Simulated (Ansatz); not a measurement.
# TaN under changes of volume

One of the cells (10.776 Å³/atom); the others are scaled copies at fixed shape and fractional positions:

```xyz
2
Lattice="2.9380 0.0000 0.0000 -1.4690 2.5444 0.0000 0.0000 0.0000 2.8830" Properties=species:S:1:pos:R:3 pbc="T T T"
Ta    0.0000    0.0000    1.4415
N     1.4690    0.8481    0.0000
```

* Program: Ansatz 0.2.0
* Functional: LDA
* Potentials or basis: all-electron LAPW, scalar-relativistic
* Cutoff: 350 eV (chosen from the basis error)
* Basis error allowed: 0.001 eV/atom
* k mesh: 10 × 10 × 9
* Occupations: fermi-dirac, width 0.05 eV
* Spin: no spin polarisation

| volume (Å³/atom) | energy over the lowest point (meV/atom) | pressure (GPa) |
| --- | --- | --- |
| 10.129 | 9.95 | 11.8 |
| 10.345 | 0.00 | 3.2 |
| 10.560 | 1.04 | -4.6 |
| 10.776 | 11.95 | -11.5 |
| 10.991 | ? | ? |
| 11.207 | 59.34 | -23.3 |
| 11.422 | 94.08 | -28.3 |

Question: What does the run at 10.991 Å³/atom give?

Answer: Energy over the lowest point 31.68 meV/atom; pressure -17.7 GPa.

Worked out: A Birch-Murnaghan fit of order 3 (a polynomial in V^(-2/3)) to the other rows has its minimum at 10.43 Å³/atom with B0 = V·E''(V) = 377 GPa and B' = 4.2 at fixed shape and positions, which overstates the stiffness. It gives 31.62 meV/atom at 10.991 Å³/atom, against the run's 31.68, and -dE/dV = -17.7 GPa, against -17.7.

Energies are extrapolated to zero smearing.
